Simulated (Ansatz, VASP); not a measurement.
**One calculation of Be, two programs**

```
CELL_PARAMETERS angstrom
-1.23432 1.23432 1.23432
1.23432 -1.23432 1.23432
1.23432 1.23432 -1.23432
ATOMIC_POSITIONS crystal
Be 0.00000 0.00000 0.00000
```

Change from the starting cell: strain -0.015 along x and y, -0.015 along z, atoms carried along.

Alike in both runs: task single point; functional PBEsol; k mesh 26 × 26 × 26; occupations gaussian, width 0.15 eV; no spin polarisation.

```csv
,VASP,Ansatz
version,VASP 6.6.1,Ansatz 0.2.0
potentials or method,"VASP PAW PBE potentials, release 64 (Be)","scalar-relativistic, plane waves, PAW"
plane-wave cutoff (eV),520,420
valence electrons in the cell,2,2
```

Ansatz gave:

| Item | Value |
| --- | --- |
| gap on the k mesh at the Fermi level (eV) | none |
| pressure (GPa) | 3.8 |

**Question.** What did VASP give for the same quantities?

**Answer.** gap on the k mesh at the Fermi level (eV): none; pressure (GPa): 4.2.

A gap of «none» marks a metal or a gap that the smearing closes.

Caveats: the PAW data sets were made with another functional, which shifts forces and pressure a little (VASP).
